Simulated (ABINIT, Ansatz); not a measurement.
This is a calculation of ZnS (Wurtzite-2H) for Ansatz 0.2.0. 

The input input.yaml:

```yaml
crystal:
  lattice:
    - [3.811, 0.0, 0.0]
    - [-1.9055, 3.3004228138, 0.0]
    - [0.0, 0.0, 6.234]
  atoms:
    - { symbol: Zn, position: [0.6666666667, 0.3333333333, 0.5] }
    - { symbol: Zn, position: [0.3333333333, 0.6666666667, 0.0] }
    - { symbol: S, position: [0.6666666667, 0.3333333333, 0.885] }
    - { symbol: S, position: [0.3333333333, 0.6666666667, 0.385] }
hamiltonian:
  xc: pbe
  pseudopotentials: { kind: paw, azcp: { folder: soft_1 } }
kpoints:
  mp_grid: { grid: [8, 8, 5] }
scf:
  occupations: { method: fermi_dirac, width: 0.05 }
output:
  forces: true
  stress: true
  eigenvalues: true
```

Potentials or basis: Ansatz PAW soft_1.

The run is started by

```bash
$ ansatz run input.yaml --threads 1 --pin off --max-ram 3584MiB --backend cpu --events-out ev --progress --plain --runs-dir out
```

**Question.** What does the same run look like in ABINIT 10.8.3 (patched build)? Potentials or basis there: JTH PAW PBE v2.0, cutoff 599 eV.

**Answer.** As run (cutoffs and basis follow the program's own potentials, and thresholds, step limits or extra output files can differ):

Contents of run.abi:

```
# Pseudopotentials
pp_dirpath "./"
pseudos "Zn.GGA_PBE-JTH.xml, S.GGA_PBE-JTH.xml"

# Structure
acell 3.811 3.811 6.234 Angstrom
rprim
     1.0000000000     0.0000000000     0.0000000000
    -0.5000000000     0.8660254038     0.0000000000
     0.0000000000     0.0000000000     1.0000000000
ntypat 2
znucl 30 16
natom 4
typat 1 1 2 2
xred
     0.6666666667     0.3333333333     0.5000000000
     0.3333333333     0.6666666667     0.0000000000
     0.6666666667     0.3333333333     0.8850000000
     0.3333333333     0.6666666667     0.3850000000

# Plane-wave basis
ecut 22.0
pawecutdg 44.0

# k points
kptopt 1
ngkpt 8 8 5
nshiftk 1
shiftk 0.0 0.0 0.0

# Exchange and correlation
ixc 11

# Bands and occupations
nband 22
occopt 3
tsmear 0.05 eV

# SCF cycle
nstep 100
tolvrs 1.0e-9

# Output
iomode 3
prtwf 0
prtden 0
prteig 0
prtebands 0
```

Potentials or basis: JTH PAW PBE v2.0.

Run with:

```sh
$ abinit run.abi > log 2>&1
```

Both were run:

|  | Ansatz | ABINIT |
| --- | --- | --- |
| Pressure | 2.3 GPa | 2.1 GPa |
| Largest force | 0.320 eV/Å | 0.315 eV/Å |

Ansatz's pressure holds a Pulay term of +0.08 GPa for its cutoff of 420 eV, which the other run lacks.

Where Ansatz's input types no cutoff or centring, it takes its own default and a Γ-centred mesh.

Pressure is positive in compression.
